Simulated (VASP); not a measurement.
# Sb in VASP: further runs

The runs below take Sb through single point, with PBE.

All numbers are computed with VASP 6.6.1; they aren't measurements. Logs are shortened: lines on timing, memory, paths and dates and some standing lists are left out, and cuts for length are marked.

## Step 1: The structure

The cell holds a slab with vacuum, 1 atom: a = 3.160 Å, b = 3.160 Å, c = 18.000 Å, α = 90.00°, β = 90.00°, γ = 90.00°.

The slab is cut from a database's or a generator's crystal, which needn't be the stable form of the element.

## Step 2: Single point, PBE

File INCAR:

```
ALGO     = Normal         # electronic algorithm
DIPOL    = 0.5 0.5 0.500
EDIFF    = 1E-7           # SCF threshold, eV
ENCUT    = 600            # plane-wave cutoff, eV
GGA      = PE             # functional
IDIPOL   = 3            
ISIF     = 2              # what is computed and relaxed
ISMEAR   = 1              # smearing method
LASPH    = T              # aspherical terms in the spheres
LCHARG   = F              # write CHGCAR
LDIPOL   = T            
LREAL    = F              # projectors in reciprocal space
LVACPOTAV= T            
LVHAR    = T            
LWAVE    = F              # write WAVECAR
NBANDS   = 12             # bands
NELM     = 120            # most SCF steps
PREC     = Accurate       # precision mode
SIGMA    = 0.1            # smearing width, eV
```

File KPOINTS:

```
k-points
0
Gamma
  20 20 1
```

File POSCAR:

```
Sb
1.0
    3.1600000000      0.0000000000      0.0000000000
    0.0000000000      3.1600000000      0.0000000000
    0.0000000000      0.0000000000     18.0000000000
Sb
1
Direct
    0.0000000000      0.0000000000      0.5000000000
```

Potentials or basis: VASP PAW PBE potentials, release 64 (Sb).

Run with:

```console
$ cat potpaw_PBE.64/Sb/POTCAR > POTCAR
$ mpirun -np 1 vasp_std > vasp.out
```

OUTCAR:

```text
EDIFF = 1E-7
   ENCUT = 600
   GGA = PE
   ISIF = 2
   ISMEAR = 1
   LASPH = T
   LREAL = F
   NELM = 120
   PREC = Accurate

 Found     66 irreducible k-points:

 Following reciprocal coordinates:
            Coordinates               Weight
  0.000000  0.000000  0.000000      1.000000
  0.050000  0.000000  0.000000      4.000000
  0.100000  0.000000  0.000000      4.000000
  0.150000  0.000000  0.000000      4.000000
  0.200000  0.000000  0.000000      4.000000
  0.250000  0.000000  0.000000      4.000000
   k-points           NKPTS =     66   k-points in BZ     NKDIM =     66   number of bands    NBANDS=     12
   number of dos      NEDOS =    301   number of ions     NIONS =      1
   total plane-waves  NPLWV = 112896
   dimension x,y,z NGX =    28 NGY =   28 NGZ =  144
   dimension x,y,z NGXF=    56 NGYF=   56 NGZF=  288
   ions per type =               1
   NGX,Y,Z   is equivalent  to a cutoff of  14.73, 14.73, 13.30 a.u.
   NGXF,Y,Z  is equivalent  to a cutoff of  29.46, 29.46, 26.60 a.u.
 SYSTEM =  unknown system
   PREC   = accura    normal or accurate (medium, high low for compatibility)
   ISTART =      0    job   : 0-new  1-cont  2-samecut
   ICHARG =      2    charge: 1-file 2-atom 10-const
   ISPIN  =      1    spin polarized calculation?
   LNONCOLLINEAR =      F non collinear calculations
   LSORBIT =      F    spin-orbit coupling
   LASPH  =      T    aspherical Exc in radial PAW
   ENCUT  =  600.0 eV  44.10 Ry    6.64 a.u.   6.31  6.31 35.95*2*pi/ulx,y,z
   NELM   =    120;   NELMIN=  2; NELMDL= -5     # of ELM steps
   EDIFF  = 0.1E-06   stopping-criterion for ELM
   LREAL  =      F    real-space projection
   EDIFFG = 0.1E-05   stopping-criterion for IOM
   NSW    =      0    number of steps for IOM
   IBRION =     -1    ionic relax: 0-MD 1-quasi-New 2-CG
   NFREE  =      0    steps in history (QN), initial steepest desc. (CG)
   ISIF   =      2    stress and relaxation
   ISYM   =      2    0-nonsym 1-usesym 2-fastsym
   POTIM  = 0.5000    time-step for ionic-motion
   TEBEG  =    0.0;   TEEND  =   0.0 temperature during run
   PSTRESS=    0.0 pullay stress
   NELECT =       5.0000    total number of electrons
   NUPDOWN=      -1.0000    fix difference up-down
   EMIN   =  10.00;   EMAX   =-10.00  energy-range for DOS
   EFERMI =   0.00;   METHOD = LEGACY
   ISMEAR =     1;   SIGMA  =   0.10  broadening in eV -4-tet -1-fermi 0-gaus
   EFERMI_NEDOS =   21; number of points for ismear=-14 and -15
   IALGO  =     38    algorithm
   IMIX   =      4    mixing-type and parameters
     AMIX     =   0.40;   BMIX     =  1.00
     AMIX_MAG =   1.60;   BMIX_MAG =  1.00
  volume/ion in A,a.u.               =     179.74      1212.95
  Fermi-wavevector in a.u.,A,eV,Ry     =   0.496039  0.937378  3.347779  0.246055
  Thomas-Fermi vector in A             =   1.501799
   LORBIT       =      0    0 simple, 1 ext, 2 COOP (PROOUT), +10 PAW based schemes
   GGA     = PE    functional components
   LHFCALC =     F    Hartree Fock is set to
   AEXX    =    0.0000 exact exchange contribution
   IVDW    =     0    specifies the selected vdW correction
   LEPSILON=     F    determine dielectric tensor
   LRPA    =     F    only Hartree local field effects (RPA)
 non-spin polarized calculation
 Methfessel and Paxton  Order N= 1 SIGMA  =   0.10
  energy-cutoff  :      600.00
  volume of cell :      179.74
 maximum number of plane-waves:      6036
 NGX is ok and might be reduce to    28
   NGX = 13   NGY = 13   NGZ = 71

 dipolmoment           0.000000      0.000000     -0.000000 electrons x Angstroem

 number of electron       5.0000001 magnetization

 dipolmoment           0.000000      0.000000      0.000000 electrons x Angstroem

 Free energy of the ion-electron system (eV)
  ---------------------------------------------------
  ext. energy  EPLUGINS =         0.00000000
  ---------------------------------------------------
  free energy    TOTEN  =        -3.44980427 eV

  energy without entropy =       -3.44887514  energy(sigma->0) =       -3.44949456

 E-fermi :  -2.9493     XC(G=0):  -2.4154

 val. band max:       -2.9779216204   @ k =   0.4500   0.0000   0.0000
 cond. band min:      -2.9439213412   @ k =   0.4500   0.0500   0.0000
 fundamental gap:      0.0340002791
 Fermi energy:        -2.9493019157

 k-point     1 :       0.0000    0.0000    0.0000
  band No.  band energies     occupation
      1     -13.4534      2.00000
      2      -5.0145      2.00000
      3       0.7325      0.00000
      4       1.4577      0.00000
      5       1.4577      0.00000
      6       1.7795      0.00000
      7       2.1871      0.00000
      8       3.6456      0.00000
      9       3.8838      0.00000
     10       5.2359      0.00000
     11       6.4143      0.00000
     12       6.5173      0.00000

 k-point     2 :       0.0500    0.0000    0.0000
  band No.  band energies     occupation
      1     -13.4189      2.00000
      2      -4.9800      2.00000
      3       0.7659      0.00000
      4       1.0133      0.00000
      5       1.4913      0.00000
      6       1.8160      0.00000
      7       2.2246      0.00000
      8       3.6812      0.00000
      9       3.9207      0.00000
     10       5.4777      0.00000
     11       6.5462      0.00000
     12       6.6168      0.00000

 k-point     3 :       0.1000    0.0000    0.0000
  band No.  band energies     occupation
      1     -13.3159      2.00000
      2      -4.8772      2.00000
      3       0.0158      0.00000
      4       0.8831      0.00000
      5       1.5908      0.00000
      6       1.9249      0.00000
      7       2.3370      0.00000
      8       3.7869      0.00000
      9       4.0314      0.00000
     10       5.7887      0.00000
     11       6.6187      0.00000
     12       6.9362      0.00000

 k-point     4 :       0.1500    0.0000    0.0000
  band No.  band energies     occupation
      1     -13.1458      2.00000
      2      -4.7087      2.00000
      3      -1.1363     -0.00000
      4       1.0664      0.00000
      5       1.7521      0.00000
      6       2.1046      0.00000
      7       2.5243      0.00000
      8       3.9578      0.00000
      9       4.2156      0.00000
     10       6.0143      0.00000
     11       6.6017      0.00000
     12       7.1578      0.00000

 k-point     5 :       0.2000    0.0000    0.0000
  band No.  band energies     occupation
      1     -12.9117      2.00000
      2      -4.4793      2.00000
      3      -2.3032     -0.00000
      4       1.3239      0.00000
      5       1.9681      0.00000
      6       2.3503      0.00000
      7       2.7865      0.00000
      8       4.1749      0.00000
      9       4.4734      0.00000
     10       5.9894      0.00000
     11       6.2416      0.00000
     12       7.3337      0.00000

 k-point     6 :       0.2500    0.0000    0.0000
  band No.  band energies     occupation
      1     -12.6196      2.00000
      2      -4.1969      2.00000
      3      -3.4235      2.00000
      4       1.6550      0.00000
      5       2.2272      0.00000
      6       2.6461      0.00000
      7       3.1235      0.00000
      8       4.3209      0.00000
      9       4.8042      0.00000
     10       5.2701      0.00000
     11       6.4992      0.00000
     12       7.5910      0.00000

 [... further k-points ...]

------------------------ aborting loop because EDIFF is reached ----------------------------------------

  FORCE on cell =-STRESS in cart. coord.  units (eV):
  Direction    XX          YY          ZZ          XY          YZ          ZX
  --------------------------------------------------------------------------------------
  -------------------------------------------------------------------------------------
  Total       -1.9175505     -1.9175505     -0.0007662      0.0000000     -0.0000000     -0.0000000
  in kB      -17.0927024    -17.0927024     -0.0068294      0.0000000     -0.0000000     -0.0000000
  external PRESSURE =     -11.3974114 kB  Pullay stress =       0.0000000 kB

 VOLUME and BASIS-vectors are now :
 -----------------------------------------------------------------------------
  energy-cutoff  :      600.00
  volume of cell :      179.74
      direct lattice vectors                 reciprocal lattice vectors
     3.160000000  0.000000000  0.000000000     0.316455696  0.000000000  0.000000000
     0.000000000  3.160000000  0.000000000     0.000000000  0.316455696  0.000000000
     0.000000000  0.000000000 18.000000000     0.000000000  0.000000000  0.055555556

 POSITION                                       TOTAL-FORCE (eV/Angst)
 -----------------------------------------------------------------------------------
      0.00000      0.00000      9.00000         0.000000      0.000000      0.000000
 -----------------------------------------------------------------------------------
    total drift:                                0.000000     -0.000000      0.000000

  FREE ENERGIE OF THE ION-ELECTRON SYSTEM (eV)
  ---------------------------------------------------
  free  energy   TOTEN  =        -3.4498042713 eV

  energy  without entropy=       -3.4488751441  energy(sigma->0) =       -3.44949456

 vacuum level on the upper side and lower side of the slab         1.960         1.960
```

Run time: 2.3 min. Hardware: 1 thread of Intel Xeon Platinum 8488C (Sapphire Rapids), shared host; peak memory 0.41 GiB.

These settings aren't checked as converged: the numbers below hold their error.

Results:

```yaml
Free_energy: -3.4498 eV
Band_gap_on_the_k_mesh: none (metal or under the smearing width)
Work_function_of_the_upper_face: 4.91 eV
Work_function_of_the_lower_face: 4.91 eV
```

## Step 3: Single point, PBE

This run uses another cell than the first one, of 149.78 Å³/atom, 0.833 times its volume.

INCAR is that of step 2.

File KPOINTS:

```
k-points
0
Gamma
  16 16 1
```

Changes to POSCAR since step 2:

```diff
@@ -4,3 +4,3 @@
     0.0000000000      3.1600000000      0.0000000000
-    0.0000000000      0.0000000000     18.0000000000
+    0.0000000000      0.0000000000     15.0000000000
 Sb
```

Potentials or basis: VASP PAW PBE potentials, release 64 (Sb).

Run with:

```console
$ cat potpaw_PBE.64/Sb/POTCAR > POTCAR
$ mpirun -np 1 vasp_std > vasp.out
```

Wall time 67 s (1 thread of Intel Xeon Platinum 8488C (Sapphire Rapids), shared host); peak memory 0.32 GiB.

These settings aren't checked as converged: the numbers below hold their error.

What came out:

| Property | Result |
| --- | --- |
| Free energy | -3.4413 eV |
| Band gap on the k mesh | none (metal or under the smearing width) |
| Work function of the upper face | 4.90 eV |
| Work function of the lower face | 4.90 eV |

## Step 4: Single point, PBE

This run uses another cell than the first one, of 119.83 Å³/atom, 0.667 times its volume.

Changes to INCAR since step 3:

```diff
@@ -3,3 +3,3 @@
 EDIFF    = 1E-7           # SCF threshold, eV
-ENCUT    = 600            # plane-wave cutoff, eV
+ENCUT    = 300            # plane-wave cutoff, eV
 GGA      = PE             # functional
```

File KPOINTS:

```
k-points
0
Gamma
  7 7 1
```

Changes to POSCAR since step 3:

```diff
@@ -4,3 +4,3 @@
     0.0000000000      3.1600000000      0.0000000000
-    0.0000000000      0.0000000000     15.0000000000
+    0.0000000000      0.0000000000     12.0000000000
 Sb
```

Potentials or basis: VASP PAW PBE potentials, release 64 (Sb).

Run with:

```console
$ cat potpaw_PBE.64/Sb/POTCAR > POTCAR
$ mpirun -np 1 vasp_std > vasp.out
```

OUTCAR:

```text
EDIFF = 1E-7
   ENCUT = 300
   GGA = PE
   ISIF = 2
   ISMEAR = 1
   LASPH = T
   LREAL = F
   NELM = 120
   PREC = Accurate

 Found     10 irreducible k-points:

 Following reciprocal coordinates:
            Coordinates               Weight
  0.000000  0.000000  0.000000      1.000000
  0.142857  0.000000  0.000000      4.000000
  0.285714  0.000000  0.000000      4.000000
  0.428571  0.000000  0.000000      4.000000
  0.142857  0.142857  0.000000      4.000000
  0.285714  0.142857  0.000000      8.000000
   k-points           NKPTS =     10   k-points in BZ     NKDIM =     10   number of bands    NBANDS=     12
   number of dos      NEDOS =    301   number of ions     NIONS =      1
   total plane-waves  NPLWV =  22680
   dimension x,y,z NGX =    18 NGY =   18 NGZ =   70
   dimension x,y,z NGXF=    36 NGYF=   36 NGZF=  140
   ions per type =               1
   NGX,Y,Z   is equivalent  to a cutoff of   9.47,  9.47,  9.70 a.u.
   NGXF,Y,Z  is equivalent  to a cutoff of  18.94, 18.94, 19.40 a.u.
 SYSTEM =  unknown system
   PREC   = accura    normal or accurate (medium, high low for compatibility)
   ISTART =      0    job   : 0-new  1-cont  2-samecut
   ICHARG =      2    charge: 1-file 2-atom 10-const
   ISPIN  =      1    spin polarized calculation?
   LNONCOLLINEAR =      F non collinear calculations
   LSORBIT =      F    spin-orbit coupling
   LASPH  =      T    aspherical Exc in radial PAW
   ENCUT  =  300.0 eV  22.05 Ry    4.70 a.u.   4.46  4.46 16.95*2*pi/ulx,y,z
[... 136 lines left out ...]
  band No.  band energies     occupation
      1     -11.1120      2.00000
      2      -2.9216      2.00000
      3      -2.7116      2.00000
      4       1.0487      0.00000
      5       3.1443      0.00000
      6       4.4013      0.00000
      7       5.3169      0.00000
      8       5.8253      0.00000
      9       8.8989      0.00000
     10       9.0098      0.00000
     11       9.4541      0.00000
     12       9.8708      0.00000

 [... further k-points ...]

------------------------ aborting loop because EDIFF is reached ----------------------------------------

  FORCE on cell =-STRESS in cart. coord.  units (eV):
  Direction    XX          YY          ZZ          XY          YZ          ZX
  --------------------------------------------------------------------------------------
  -------------------------------------------------------------------------------------
  Total       -2.0517630     -2.0517630     -0.0008938      0.0000000     -0.0000000      0.0000000
  in kB      -27.4335728    -27.4335728     -0.0119506      0.0000000     -0.0000000      0.0000000
  external PRESSURE =     -18.2930321 kB  Pullay stress =       0.0000000 kB

 VOLUME and BASIS-vectors are now :
 -----------------------------------------------------------------------------
  energy-cutoff  :      300.00
  volume of cell :      119.83
      direct lattice vectors                 reciprocal lattice vectors
     3.160000000  0.000000000  0.000000000     0.316455696  0.000000000  0.000000000
     0.000000000  3.160000000  0.000000000     0.000000000  0.316455696  0.000000000
     0.000000000  0.000000000 12.000000000     0.000000000  0.000000000  0.083333333

 POSITION                                       TOTAL-FORCE (eV/Angst)
 -----------------------------------------------------------------------------------
      0.00000      0.00000      6.00000         0.000000      0.000000      0.000000
 -----------------------------------------------------------------------------------
    total drift:                                0.000000     -0.000000      0.000000

  FREE ENERGIE OF THE ION-ELECTRON SYSTEM (eV)
  ---------------------------------------------------
  free  energy   TOTEN  =        -3.4358775679 eV

  energy  without entropy=       -3.4346650679  energy(sigma->0) =       -3.43547340

 vacuum level on the upper side and lower side of the slab         2.935         2.935
```

OSZICAR:

```text
N       E                     dE             d eps       ncg     rms          rms(c)
DAV:   1     0.122115296118E+02    0.12212E+02   -0.11549E+03   240   0.163E+02
DAV:   2    -0.274677294672E+01   -0.14958E+02   -0.14004E+02   328   0.388E+01
DAV:   3    -0.343097382327E+01   -0.68420E+00   -0.68165E+00   296   0.102E+01
DAV:   4    -0.344492346951E+01   -0.13950E-01   -0.13949E-01   272   0.173E+00
DAV:   5    -0.344545074939E+01   -0.52728E-03   -0.52728E-03   324   0.334E-01    0.136E+00
DAV:   6    -0.343736049983E+01    0.80902E-02   -0.51776E-03   264   0.249E-01    0.755E-01
DAV:   7    -0.343577713806E+01    0.15834E-02   -0.86662E-03   288   0.275E-01    0.101E-01
DAV:   8    -0.343577264240E+01    0.44957E-05   -0.48946E-04   252   0.933E-02    0.199E-02
DAV:   9    -0.343573910558E+01    0.33537E-04   -0.19151E-05   280   0.189E-02    0.159E-02
DAV:  10    -0.343569605326E+01    0.43052E-04   -0.49653E-05   248   0.228E-02    0.130E-02
DAV:  11    -0.343575323018E+01   -0.57177E-04   -0.30563E-06   260   0.685E-03    0.111E-02
DAV:  12    -0.343583631905E+01   -0.83089E-04   -0.90506E-06   264   0.987E-03    0.338E-03
DAV:  13    -0.343586568127E+01   -0.29362E-04   -0.74584E-07   268   0.310E-03    0.183E-03
DAV:  14    -0.343587625317E+01   -0.10572E-04   -0.36821E-07   268   0.180E-03    0.751E-04
DAV:  15    -0.343587734812E+01   -0.10949E-05   -0.39503E-08   272   0.582E-04    0.218E-04
DAV:  16    -0.343587753288E+01   -0.18476E-06   -0.38471E-09   280   0.174E-04    0.647E-05
DAV:  17    -0.343587756790E+01   -0.35023E-07   -0.62235E-10   268   0.706E-05
   1 F= -.34358776E+01 E0= -.34354734E+01  d E =-.121250E-02
```

Run time: 6.9 s. Hardware: 1 thread of Intel Xeon Platinum 8488C (Sapphire Rapids), shared host; peak memory 0.15 GiB.

The run converged, but some of its settings lie outside the range that counts as converged, so its numbers aren't taken as properties of the slab.

What came out:

- Free energy: -3.4359 eV
- Band gap on the k mesh: none (metal or under the smearing width)
- Work function of the upper face: 4.85 eV
- Work function of the lower face: 4.85 eV

(Continued in part 2 of 2.)
